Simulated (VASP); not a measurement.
# Cu (Fm-3m) in VASP: notebook

One crystal, Cu, is run at these levels: PBE; tasks: single point.

Everything below comes from runs of VASP 6.6.1. Logs are shortened: lines on timing, memory, paths and dates and some standing lists are left out, and cuts for length are marked.

## Step 1: The undisturbed crystal

The structure is cubic, space group Fm-3m (No. 225). Conventional cell: a = 3.615 Å, b = 3.615 Å, c = 3.615 Å, α = 90.00°, β = 90.00°, γ = 90.00°. Cu (site symmetry m-3m) has 12 Cu at 2.56 Å as nearest neighbours.

## Step 2: Single point, PBE (a relaxed cell with its volume scaled by 0.91)

File INCAR:

```
SYSTEM = Cu
PREC = Accurate ; ENCUT = 520
EDIFF = 1E-7 ; ISMEAR = 0
SIGMA = 0.1 ; LREAL = .False.
LASPH = .True. ; NELM = 80
ALGO = Fast ; ISIF = 2
LWAVE = .False. ; LCHARG = .False.
GGA = PE ; NBANDS = 12
```

File KPOINTS:

```
Automatic mesh
0
Gamma
  6 6 6
  0 0 0
```

File POSCAR:

```
Cu                                      
1.0
    0.0000000000      1.7656201939      1.7656201939
    1.7656201939      0.0000000000      1.7656201939
    1.7656201939      1.7656201939     -0.0000000000
  Cu            
     1
Direct
     0.0000000000000000    0.0000000000000000    0.0000000000000000
```

Potentials or basis: VASP PAW PBE potentials, release 64 (Cu).

The run is started by

```sh
$ cat potpaw_PBE.64/Cu/POTCAR > POTCAR
$ mpirun -np 1 vasp_std > vasp.out
```

OUTCAR:

```text
SYSTEM = Cu
   PREC = Accurate
   ENCUT = 520
   EDIFF = 1E-7
   ISMEAR = 0
   LREAL = .False.
   LASPH = .True.
   NELM = 80
   ISIF = 2
   GGA = PE

 ion  position               nearest neighbor table
   1  0.000  0.000  0.000-

  LATTYP: Found a face centered cubic cell.
 ALAT       =     3.5312403878

  Lattice vectors:

 A1 = (   0.0000000000,   1.7656201939,   1.7656201939)
 A2 = (   1.7656201939,   0.0000000000,   1.7656201939)
 A3 = (   1.7656201939,   1.7656201939,   0.0000000000)

Analysis of symmetry for initial positions (statically):
=====================================================================
 Subroutine PRICEL returns:
 Original cell was already a primitive cell.

 Routine SETGRP: Setting up the symmetry group for a
 face centered cubic supercell.

 Subroutine GETGRP returns: Found 48 space group operations
 (whereof 48 operations were pure point group operations)
 out of a pool of 48 trial point group operations.

The static configuration has the point symmetry O_h .

Analysis of symmetry for dynamics (positions and initial velocities):
=====================================================================
 Subroutine PRICEL returns:
 Original cell was already a primitive cell.

 Routine SETGRP: Setting up the symmetry group for a
 face centered cubic supercell.

 Subroutine GETGRP returns: Found 48 space group operations
 (whereof 48 operations were pure point group operations)
 out of a pool of 48 trial point group operations.

The dynamic configuration has the point symmetry O_h .

 Subroutine INISYM returns: Found 48 space group operations
 (whereof 48 operations are pure point group operations),
 and found     1 'primitive' translations

----------------------------------------------------------------------------------------

                                     Primitive cell

  volume of cell :      11.0083

  direct lattice vectors                    reciprocal lattice vectors
     0.000000000  1.765620194  1.765620194    -0.283186612  0.283186612  0.283186612
     1.765620194  0.000000000  1.765620194     0.283186612 -0.283186612  0.283186612
     1.765620194  1.765620194  0.000000000     0.283186612  0.283186612 -0.283186612

  length of vectors
     2.496964024  2.496964024  2.496964024     0.490493599  0.490493599  0.490493599

  position of ions in fractional coordinates (direct lattice)
     0.000000000  0.000000000  0.000000000

  ion indices of the primitive-cell ions
   primitive index   ion index
                 1           1

[... 75 lines left out ...]
   EMIN   =  10.00;   EMAX   =-10.00  energy-range for DOS
   EFERMI =   0.00;   METHOD = LEGACY
   ISMEAR =     0;   SIGMA  =   0.10  broadening in eV -4-tet -1-fermi 0-gaus
   EFERMI_NEDOS =   21; number of points for ismear=-14 and -15
   IALGO  =     68    algorithm
   IMIX   =      4    mixing-type and parameters
     AMIX     =   0.40;   BMIX     =  1.00
     AMIX_MAG =   1.60;   BMIX_MAG =  1.00
  volume/ion in A,a.u.               =      11.01        74.29
  Fermi-wavevector in a.u.,A,eV,Ry     =   1.636685  3.092886 36.446441  2.678738
  Thomas-Fermi vector in A             =   2.727950
   LORBIT       =      0    0 simple, 1 ext, 2 COOP (PROOUT), +10 PAW based schemes
   GGA     = PE    functional components
   LHFCALC =     F    Hartree Fock is set to
   AEXX    =    0.0000 exact exchange contribution
   IVDW    =     0    specifies the selected vdW correction
   LEPSILON=     F    determine dielectric tensor
   LRPA    =     F    only Hartree local field effects (RPA)
 non-spin polarized calculation
 RMM-DIIS sequential band-by-band and
 Gauss-broadening in eV      SIGMA  =   0.10
  energy-cutoff  :      520.00
  volume of cell :       11.01
 maximum number of plane-waves:       307
 NGX is ok and might be reduce to    20
   NGX =  9   NGY =  9   NGZ =  9

 number of electron      11.0000005 magnetization

 Free energy of the ion-electron system (eV)
  ---------------------------------------------------
  ext. energy  EPLUGINS =         0.00000000
  ---------------------------------------------------
  free energy    TOTEN  =        -3.61806032 eV

  energy without entropy =       -3.61210170  energy(sigma->0) =       -3.61508101

 E-fermi :   8.4742     XC(G=0): -13.1397

 val. band max:        8.4516727565   @ k =   0.5000   0.3333   0.1667
 cond. band min:       8.9772767127   @ k =   0.5000   0.1667   0.0000
 fundamental gap:      0.5256039562
 Fermi energy:         8.4742043485

 k-point     1 :       0.0000    0.0000    0.0000
  band No.  band energies     occupation
      1      -1.4095      2.00000
      2       5.2398      2.00000
      3       5.2398      2.00000
      4       5.2398      2.00000
      5       6.1570      2.00000
      6       6.1570      2.00000
      7      31.6456      0.00000
      8      34.8450      0.00000
      9      34.8450      0.00000
     10      34.8450      0.00000
     11      37.4171      0.00000
     12      37.4171      0.00000
[... 211 lines left out ...]
 k-point    16 :      -0.3333    0.5000    0.1667
  band No.  band energies     occupation
      1       3.7362      2.00000
      2       4.1146      2.00000
      3       5.4484      2.00000
      4       6.3190      2.00000
      5       6.9497      2.00000
      6      12.6766      0.00000
      7      16.6198      0.00000
      8      17.5760      0.00000
      9      19.0683      0.00000
     10      33.0548      0.00000
     11      36.0281      0.00000
     12      43.1601      0.00000

------------------------ aborting loop because EDIFF is reached ----------------------------------------

  FORCE on cell =-STRESS in cart. coord.  units (eV):
  Direction    XX          YY          ZZ          XY          YZ          ZX
  --------------------------------------------------------------------------------------
  -------------------------------------------------------------------------------------
  Total        1.1186089      1.1186089      1.1186089     -0.0000000     -0.0000000      0.0000000
  in kB      162.8047249    162.8047249    162.8047249     -0.0000000     -0.0000000      0.0000000
  external PRESSURE =     162.8047249 kB  Pullay stress =       0.0000000 kB

 VOLUME and BASIS-vectors are now :
 -----------------------------------------------------------------------------
  energy-cutoff  :      520.00
  volume of cell :       11.01
      direct lattice vectors                 reciprocal lattice vectors
     0.000000000  1.765620194  1.765620194    -0.283186612  0.283186612  0.283186612
     1.765620194  0.000000000  1.765620194     0.283186612 -0.283186612  0.283186612
     1.765620194  1.765620194  0.000000000     0.283186612  0.283186612 -0.283186612

 POSITION                                       TOTAL-FORCE (eV/Angst)
 -----------------------------------------------------------------------------------
      0.00000      0.00000      0.00000        -0.000000      0.000000     -0.000000
 -----------------------------------------------------------------------------------
    total drift:                                0.000000      0.000000      0.000000

  FREE ENERGIE OF THE ION-ELECTRON SYSTEM (eV)
  ---------------------------------------------------
  free  energy   TOTEN  =        -3.6180603217 eV

  energy  without entropy=       -3.6121016973  energy(sigma->0) =       -3.61508101
```

OSZICAR:

```text
N       E                     dE             d eps       ncg     rms          rms(c)
DAV:   1     0.398865561442E+02    0.39887E+02   -0.54308E+03   440   0.154E+03
DAV:   2    -0.336539927476E+01   -0.43252E+02   -0.39864E+02   388   0.201E+02
DAV:   3    -0.453068667626E+01   -0.11653E+01   -0.11623E+01   464   0.379E+01
DAV:   4    -0.453809835357E+01   -0.74117E-02   -0.74108E-02   428   0.262E+00
DAV:   5    -0.453816522068E+01   -0.66867E-04   -0.66866E-04   460   0.256E-01    0.785E+00
RMM:   6    -0.392978851047E+01    0.60838E+00   -0.29605E+00   474   0.317E+01    0.401E+00
RMM:   7    -0.363469009005E+01    0.29510E+00   -0.41562E-01   471   0.111E+01    0.102E+00
RMM:   8    -0.361868969644E+01    0.16000E-01   -0.12210E-02   483   0.116E+00    0.194E-01
RMM:   9    -0.361800741152E+01    0.68228E-03   -0.21461E-03   501   0.787E-01    0.298E-02
RMM:  10    -0.361805450280E+01   -0.47091E-04   -0.43191E-04   512   0.251E-01    0.117E-02
RMM:  11    -0.361805875102E+01   -0.42482E-05   -0.44972E-05   530   0.679E-02    0.562E-03
RMM:  12    -0.361806020745E+01   -0.14564E-05   -0.91348E-06   520   0.276E-02    0.851E-04
RMM:  13    -0.361806039108E+01   -0.18363E-06   -0.82496E-07   436   0.817E-03    0.602E-04
RMM:  14    -0.361806032174E+01    0.69345E-07   -0.11616E-07   323   0.347E-03
   1 F= -.36180603E+01 E0= -.36150810E+01  d E =-.595862E-02
```

stdout:

```text
POSCAR found type information on POSCAR Cu
 POSCAR found :  1 types and       1 ions
 scaLAPACK will be used
 LDA part: xc-table for (Slater+PW92), standard interpolation
 POSCAR, INCAR and KPOINTS ok, starting setup
 FFT: planning ... GRIDC
 FFT: planning ... GRID_SOFT
 FFT: planning ... GRID
 WAVECAR not read
 entering main loop
```

It took 2.2 s on 1 thread of Intel Xeon 6975P-C (Granite Rapids), shared host; peak memory 0.12 GiB.

Results:

```yaml
Free_energy: -3.6181 eV
Pressure: 16.3 GPa
Band_gap_on_the_k_mesh: none (metal or under the smearing width)
```

Levels at points of the mesh, in eV from the Fermi level:
```
           k point  band 4  band 5  band 6  band 7  band 8  band 9
(0.00, 0.00, 0.00)   -3.23   -2.32   -2.32   23.17   26.37   26.37
(0.50, 0.00, 0.00)   -1.68   -1.68   -1.20    4.14   21.63   23.21
(0.50, 0.50, 0.00)   -1.53   -1.53    1.46    7.64   13.66   13.66
```

Caveat: the k mesh is coarse (spacing up to 0.51 Å⁻¹), so the values aren't converged; so large a pressure means that the cell lies far from this level's equilibrium, or that cutoff or potentials fall short.

## Step 3: Single point, PBE (a relaxed cell with its volume scaled by 1.09)

INCAR is that of step 2.

KPOINTS is that of step 2.

File POSCAR:

```
Cu                                      
1.0
    0.0000000000      1.8751052763      1.8751052763
    1.8751052763      0.0000000000      1.8751052763
    1.8751052763      1.8751052763     -0.0000000000
  Cu            
     1
Direct
     0.0000000000000000    0.0000000000000000    0.0000000000000000
```

Potentials or basis: VASP PAW PBE potentials, release 64 (Cu).

The run is started by

```sh
$ cat potpaw_PBE.64/Cu/POTCAR > POTCAR
$ mpirun -np 1 vasp_std > vasp.out
```

OUTCAR:

```text
SYSTEM = Cu
   PREC = Accurate
   ENCUT = 520
   EDIFF = 1E-7
   ISMEAR = 0
   LREAL = .False.
   LASPH = .True.
   NELM = 80
   ISIF = 2
   GGA = PE

 ion  position               nearest neighbor table
   1  0.000  0.000  0.000-

  LATTYP: Found a face centered cubic cell.
 ALAT       =     3.7502105526

  Lattice vectors:

 A1 = (   0.0000000000,   1.8751052763,   1.8751052763)
 A2 = (   1.8751052763,   0.0000000000,   1.8751052763)
 A3 = (   1.8751052763,   1.8751052763,   0.0000000000)

Analysis of symmetry for initial positions (statically):
=====================================================================
 Subroutine PRICEL returns:
 Original cell was already a primitive cell.

 Routine SETGRP: Setting up the symmetry group for a
 face centered cubic supercell.

 Subroutine GETGRP returns: Found 48 space group operations
 (whereof 48 operations were pure point group operations)
 out of a pool of 48 trial point group operations.

The static configuration has the point symmetry O_h .

Analysis of symmetry for dynamics (positions and initial velocities):
=====================================================================
 Subroutine PRICEL returns:
[... 160 lines left out ...]
      4       3.5753      2.00000
      5       4.2668      2.00000
      6       4.2668      2.00000
      7      28.0037      0.00000
      8      29.8126      0.00000
      9      29.8126      0.00000
     10      29.8126      0.00000
     11      32.2646      0.00000
     12      32.2647      0.00000
[... 211 lines left out ...]
 k-point    16 :      -0.3333    0.5000    0.1667
  band No.  band energies     occupation
      1       2.4601      2.00000
      2       2.7340      2.00000
      3       3.7640      2.00000
      4       4.3970      2.00000
      5       4.8677      2.00000
      6      10.1138      0.00000
      7      13.2382      0.00000
      8      14.4170      0.00000
      9      15.5096      0.00000
     10      28.5436      0.00000
     11      30.4538      0.00000
     12      37.8087      0.00000

------------------------ aborting loop because EDIFF is reached ----------------------------------------

  FORCE on cell =-STRESS in cart. coord.  units (eV):
  Direction    XX          YY          ZZ          XY          YZ          ZX
  --------------------------------------------------------------------------------------
  -------------------------------------------------------------------------------------
  Total       -0.7632684     -0.7632684     -0.7632684     -0.0000000      0.0000000     -0.0000000
  in kB      -92.7429486    -92.7429486    -92.7429486     -0.0000000      0.0000000     -0.0000000
  external PRESSURE =     -92.7429486 kB  Pullay stress =       0.0000000 kB

 VOLUME and BASIS-vectors are now :
 -----------------------------------------------------------------------------
  energy-cutoff  :      520.00
  volume of cell :       13.19
      direct lattice vectors                 reciprocal lattice vectors
     0.000000000  1.875105276  1.875105276    -0.266651695  0.266651695  0.266651695
     1.875105276  0.000000000  1.875105276     0.266651695 -0.266651695  0.266651695
     1.875105276  1.875105276  0.000000000     0.266651695  0.266651695 -0.266651695

 POSITION                                       TOTAL-FORCE (eV/Angst)
 -----------------------------------------------------------------------------------
      0.00000      0.00000      0.00000        -0.000000     -0.000000      0.000000
 -----------------------------------------------------------------------------------
    total drift:                                0.000000      0.000000      0.000000

  FREE ENERGIE OF THE ION-ELECTRON SYSTEM (eV)
  ---------------------------------------------------
  free  energy   TOTEN  =        -3.6340519020 eV

  energy  without entropy=       -3.6280896929  energy(sigma->0) =       -3.63107080
```

stdout:

```text
POSCAR found type information on POSCAR Cu
 POSCAR found :  1 types and       1 ions
 scaLAPACK will be used
 LDA part: xc-table for (Slater+PW92), standard interpolation
 POSCAR, INCAR and KPOINTS ok, starting setup
 FFT: planning ... GRIDC
 FFT: planning ... GRID_SOFT
 FFT: planning ... GRID
 WAVECAR not read
 entering main loop
```

It took 2.3 s on 1 thread of Intel Xeon 6975P-C (Granite Rapids), shared host; peak memory 0.12 GiB.

Results:

| Item | Value |
| --- | --- |
| Free energy | -3.6341 eV |
| Pressure | -9.3 GPa |
| Band gap on the k mesh | none (metal or under the smearing width) |

Levels at points of the mesh, in eV from the Fermi level:
```tsv
k point	band 2	band 3	band 4	band 5	band 6	band 7	band 8	band 9	band 10	band 11
(0.00, 0.00, 0.00)	-2.61	-2.61	-2.61	-1.92	-1.92	21.82	23.63	23.63	23.63	26.08
(0.50, 0.00, 0.00)	-2.63	-2.63	-1.44	-1.44	-0.58	3.34	20.37	20.52	20.52	23.66
(0.50, 0.50, 0.00)	-3.78	-1.45	-1.32	-1.32	1.69	6.48	12.37	12.37	16.60	18.64
```

Caveat: the k mesh is coarse (spacing up to 0.48 Å⁻¹), so the values aren't converged.
